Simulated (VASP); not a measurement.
Wanted: the native input for a VASP 6.6.1 run.

* Task: single point
* Functional: PBEsol
* Potentials or basis: VASP PAW PBE potentials, release 64 (Ta_pv, N)
* Cutoff: 520 eV
* k mesh: 8 × 8 × 5
* Occupations: gaussian, width 0.05 eV
* Spin: collinear spin, antiferromagnetic start
* Starting moments: [0.5, -0.5, 0.0, 0.0] μB
* Hubbard terms: Ta d U = 2 eV
* Further INCAR settings: ALGO = Normal; EDIFF = 1e-07; NBANDS = 28

The structure of TaN lies in POSCAR:

```
TaN
1.0
    3.0480018400      0.0000000000      0.0000000000
   -1.5240009200      2.6396470300      0.0000000000
    0.0000000000      0.0000000000      4.9179997800
Ta N
2 2
Direct
    0.0000000000      0.0000000000      0.0000000000
    0.0000000000      0.0000000000      0.5000000000
    0.3333333333      0.6666666667      0.2500000000
    0.6666666667      0.3333333333      0.7500000000
```

These files were run (other wordings do the same):

INCAR

```
PREC = Accurate ; ENCUT = 520
EDIFF = 1E-7 ; ISMEAR = 0
SIGMA = 0.05 ; LREAL = False
LASPH = True ; NELM = 100
ALGO = Normal ; ISIF = 2
LWAVE = False ; LCHARG = False
ISPIN = 2 ; MAGMOM = 0.5 -0.5 0 0
LORBIT = 11 ; LMAXMIX = 4
LDAU = True ; LDAUTYPE = 2
LDAUL = 2 -1 ; LDAUU = 2 0
LDAUJ = 0 0 ; LDAUPRINT = 1
GGA = PS ; NBANDS = 28
```

KPOINTS

```
Automatic mesh
0
Gamma
  8 8 5
```

Potentials or basis: VASP PAW PBE potentials, release 64 (Ta_pv, N).

The run is started by

```sh
$ cat potpaw_PBE.64/Ta_pv/POTCAR potpaw_PBE.64/N/POTCAR > POTCAR
$ mpirun -np 1 vasp_std > vasp.out
```

Results of the run:

```yaml
Pressure: 57.2 GPa
Band_gap_on_the_k_mesh: none (metal or under the smearing width)
Net_moment: 0.00 μB per cell
Valence_electrons_inside_the_program's_atomic_spheres: Ta 9.31; N 3.82
```

Caveat: a pressure of tens of GPa on the cell as given is suspect, and the run, the potentials or the cell itself is likely at fault; the PAW data sets were made with another functional, which shifts forces and pressure a little.

It took 33 s on 1 thread of Intel(R) Xeon(R) Platinum 8559C (Emerald Rapids) (shared host), peak memory 0.2 GiB.
